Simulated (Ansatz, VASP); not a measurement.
Mg in VASP and in Ansatz

Contents of INCAR:

```
PREC     = Accurate       # precision mode
ENCUT    = 520            # plane-wave cutoff, eV
EDIFF    = 1E-6           # SCF threshold, eV
ISMEAR   = -1             # smearing method
SIGMA    = 0.025          # smearing width, eV
LREAL    = F              # projectors in reciprocal space
LASPH    = T              # aspherical terms in the spheres
NELM     = 150            # most SCF steps
ALGO     = Fast           # electronic algorithm
ISIF     = 2              # what is computed and relaxed
LWAVE    = F              # write WAVECAR
LCHARG   = F              # write CHGCAR
LNONCOLLINEAR= T              # non-collinear magnetism
MAGMOM   = 0.354 0.354 0 0.354 0.354 0 # initial moments
LORBIT   = 11             # projections on sites
GGA      = PE             # functional
IVDW     = 13             # dispersion correction
NBANDS   = 16             # bands
```

File KPOINTS:

```
Automatic mesh
0
Gamma
  8 8 4
```

Contents of POSCAR:

```
Mg
1.0
    3.2926954834      0.0000000000      0.0000000000
   -1.6463477417      2.8515579356      0.0000000000
    0.0000000000      0.0000000000      5.3456926050
Mg
2
Direct
    0.6666666667      0.3333333333      0.7500000000
    0.3333333333      0.6666666667      0.2500000000
```

The input input.yaml:

```yaml
crystal:
  lattice:
    - [3.2926954834, 0.0, 0.0]
    - [-1.6463477417, 2.8515579356, 0.0]
    - [0.0, 0.0, 5.345692605]
  atoms:
    - { symbol: Mg, position: [0.6666666667, 0.3333333333, 0.75], spin: 0.501, spin_axis: [0.707107, 0.707107, 0.0] }
    - { symbol: Mg, position: [0.3333333333, 0.6666666667, 0.25], spin: 0.501, spin_axis: [0.707107, 0.707107, 0.0] }
kpoints:
  mp_grid: { grid: [8, 8, 4] }
  band_path:
    path:
      - [0.0, 0.0, 0.0]
      - [0.5, 0.0, 0.0]
      - [0.3333333333, 0.3333333333, 0.0]
      - [0.0, 0.0, 0.0]
      - [0.0, 0.0, 0.5]
      - [0.5, 0.0, 0.5]
      - [0.3333333333, 0.3333333333, 0.5]
      - [0.0, 0.0, 0.5]
    npoints: 10
scf:
  occupations: { method: fermi_dirac, width: 0.025 }
hamiltonian:
  xc: pbe
  dispersion: d4
  pseudopotentials: { kind: all_electron, lapw: { basis_error: 0.001 } }
magnetization:
  noncollinear: true
output:
  forces: true
  stress: true
  eigenvalues: true
```

Change from the starting cell: volume scaled by 1.08.

Alike in both runs: functional PBE; dispersion D4; k mesh 8 × 8 × 4; occupations fermi-dirac, width 0.025 eV; non-collinear spin.

|  | VASP | Ansatz |
| --- | --- | --- |
| version | VASP 6.6.1 | Ansatz 0.2.0 |
| potentials or method | VASP PAW PBE potentials, release 64 (Mg) | all-electron LAPW, scalar-relativistic |
| plane-wave cutoff (eV) | 520 | see its input |
| task | single point | band structure |

```csv
,VASP,Ansatz,Ansatz less VASP
gap on the k mesh at the Fermi level (eV),none,none,-
pressure (GPa),-3.8,-3.7,+0.11
largest component of the traceless stress (GPa),0.57,0.57,-0.001
net moment per atom (μB),0.00,0.00,0.000
dispersion energy (meV/atom),-149.5,-149.6,-0.09
```

A gap of «none» marks a metal or a gap that the smearing closes. Ansatz ran all-electron here, so the differences hold the error of VASP's frozen core and of both bases.

Caveats: pairwise dispersion overbinds metals, which lowers pressure and volume; the k mesh is thin for a metal, which can move the energy by tens of meV per atom (Ansatz); the starting moments weren't kept (Ansatz).
